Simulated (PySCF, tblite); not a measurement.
Compound: cyclopentadiene, C₅H₆.
Atom-mapped SMILES: `[CH:1]1=[CH:2][CH2:3][CH:4]=[CH:5]1` (hydrogens: H6 on C1; H7 on C2; H8, H9 on C3; H10 on C4; H11 on C5)

Geometry (GFN2-xTB, Å), atoms numbered from 1 in this order:
```
atom  x, y, z in Å
C1    -1.046    0.740   -0.203
C2     0.229    1.148   -0.155
C3     1.117   -0.025    0.098
C4     0.146   -1.156    0.183
C5    -1.097   -0.692    0.006
H6    -1.914    1.353   -0.368
H7     0.601    2.149   -0.272
H8     1.689    0.090    1.021
H9     1.840   -0.169   -0.709
H10    0.447   -2.172    0.360
H11   -2.007   -1.264    0.013
```

Level of theory: CAM-B3LYP/def2-SVPD in PySCF (dipole) on a GFN2-xTB geometry, gas phase.

Masses are those of the commonest isotopes; rigid-rotor values at the optimised geometry. 

(1) Give the principal moments of inertia and the rotational constants in MHz.

(2) Classify the top.

(3) Is it planar, by Δ = Ic − Ia − Ib?

(4) Give the other two planar moments, Paa and Pbb, and the rms extents of the mass along the axes.

(5) Predict some low-J microwave lines.

(6) Estimate the classical rotational partition function at 25 K, 100 K and 298.15 K.

## Answers

(1) Ia = 59.21, Ib = 59.86, Ic = 115.96 u·Å²; 505379 MHz·u·Å²/I gives A = 8536, B = 8442, C = 4358 MHz.

(2) A near-oblate asymmetric top; Ray's κ = 0.955.

(3) Not planar: Δ = Ic − Ia − Ib = -3.10 u·Å². For a rigid frame Δ = −2 Σ m c², so Σ m c² = 1.55 u·Å² lies off the ab plane, practically all of it from hydrogen. The atom farthest from that plane is 0.88 Å away.

(4) Paa = Σ m a² = (Ib + Ic − Ia)/2 = 58.31 and Pbb = Σ m b² = (Ia + Ic − Ib)/2 = 57.65 u·Å². With the mass M = 66.05 u, the rms extents √(P/M) along a, b and c are 0.94, 0.93, 0.15 Å.

(5) The dipole components are |μa| = 0.00 D, |μb| = 0.47 D, |μc| = 0.00 D; the symmetry axis of this C2v structure is b, so μa and μc vanish by symmetry and there are no a-type or c-type lines. Some lines, for components of 0.1 D or more:

```json
{"type": "b", "branch": "Q", "J(Ka,Kc)": "1(1,0) ← 1(0,1)", "MHz": "4178", "lower level (cm⁻¹)": "0.427"}
{"type": "b", "branch": "Q", "J(Ka,Kc)": "3(2,1) ← 3(1,2)", "MHz": "12121", "lower level (cm⁻¹)": "2.847"}
{"type": "b", "branch": "R", "J(Ka,Kc)": "1(1,1) ← 0(0,0)", "MHz": "12894", "lower level (cm⁻¹)": "0.000"}
{"type": "b", "branch": "Q", "J(Ka,Kc)": "3(1,2) ← 3(0,3)", "MHz": "20648", "lower level (cm⁻¹)": "2.158"}
{"type": "b", "branch": "Q", "J(Ka,Kc)": "4(3,2) ← 4(2,3)", "MHz": "20660", "lower level (cm⁻¹)": "4.423"}
{"type": "b", "branch": "R", "J(Ka,Kc)": "2(2,1) ← 1(1,0)", "MHz": "29966", "lower level (cm⁻¹)": "0.566"}
{"type": "b", "branch": "R", "J(Ka,Kc)": "3(3,1) ← 2(2,0)", "MHz": "47083", "lower level (cm⁻¹)": "1.699"}
{"type": "b", "branch": "R", "J(Ka,Kc)": "5(0,5) ← 4(1,4)", "MHz": "47711", "lower level (cm⁻¹)": "3.459"}
{"type": "b", "branch": "R", "J(Ka,Kc)": "5(1,5) ← 4(0,4)", "MHz": "47711", "lower level (cm⁻¹)": "3.459"}
{"type": "b", "branch": "R", "J(Ka,Kc)": "3(3,0) ← 2(2,1)", "MHz": "54933", "lower level (cm⁻¹)": "1.566"}
{"type": "b", "branch": "R", "J(Ka,Kc)": "4(2,2) ← 3(3,1)", "MHz": "55215", "lower level (cm⁻¹)": "3.270"}
{"type": "b", "branch": "R", "J(Ka,Kc)": "5(2,4) ← 4(1,3)", "MHz": "55973", "lower level (cm⁻¹)": "4.423"}
{"type": "b", "branch": "R", "J(Ka,Kc)": "3(2,1) ← 2(1,2)", "MHz": "63048", "lower level (cm⁻¹)": "1.148"}
{"type": "b", "branch": "R", "J(Ka,Kc)": "5(3,2) ← 4(4,1)", "MHz": "71975", "lower level (cm⁻¹)": "5.541"}
{"type": "b", "branch": "R", "J(Ka,Kc)": "4(3,1) ← 3(2,2)", "MHz": "79842", "lower level (cm⁻¹)": "2.847"}
```

(6) Point group C2v, symmetry number σ = 2; q = (√π/σ)·√((kT/h)³/(ABC)), k/h = 20836.6 MHz/K: 595 at 25 K, 4760 at 100 K, 24500 at 298.15 K.

Its GFN2-xTB frequencies are all real (lowest 328 cm⁻¹). Zero-point vibration and centrifugal distortion are left out.
